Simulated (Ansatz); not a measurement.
## MgS in Ansatz: the effect of exact exchange

MgS:

```
Mg S
1.0
     0.06676    2.51847    2.70689
     3.05218    0.19366    2.57999
     3.39229    2.73167   -0.14645
Mg S
1 1
Direct
  0.99604 0.00489 0.00570
  0.75396 0.74511 0.74430
```

The cell comes from a database or a generator and needn't be the stable form of this composition.

The cell isn't the ideal one: all atoms moved at random, sigma 0.02 Å a component, cell strained at random, sigma 0.1.

Alike in all runs:

```yaml
Program: Ansatz 0.2.0
Task: single point
Functional: HSE06 form with a typed share of exact exchange
Potentials_or_basis: Ansatz PAW
Cutoff: "420 eV (not typed: the program's choice for these potentials)"
k_mesh: 5 × 5 × 4
Occupations: fermi-dirac, width 0.05 eV
Spin: no spin polarisation
```

| exact exchange | gap on the mesh (eV) | pressure (GPa) |
| --- | --- | --- |
| 0.05 | 2.95 | 4.5 |
| 0.1 | 3.16 | 4.3 |
| 0.15 | 3.37 | 4.1 |
| 0.2 | ? | ? |
| 0.25 | 3.79 | 3.7 |
| 0.3 | 4.01 | 3.5 |
| 0.4 | 4.45 | 3.1 |
| 0.5 | 4.89 | 2.8 |

**Question.** What does the run with exact exchange 0.2 give?

**Answer.** gap on the mesh 3.58 eV; pressure 3.9 GPa.

Worked out: A straight line through the other rows of the gap on the mesh, of slope 4.31 eV per unit of exact exchange, gives 3.59 eV, against the run's 3.58. A straight line through the other rows of the pressure, of slope -3.84 GPa per unit of exact exchange, gives 3.9 GPa, against the run's 3.9.

Caveats: all runs use coarse meshes; odd divisions of the mesh miss points on the zone boundary, where band edges often lie, so the gap on the mesh can be too wide; the PAW data sets come from PBE, with cores solved anew for the run's functional, which leaves a small shift of forces and pressure; forces of over 1 eV/Å show positions far from the minimum, so gaps and moduli don't describe the material at rest; the thresholds are loose for stress.

A k mesh can miss the band edges.
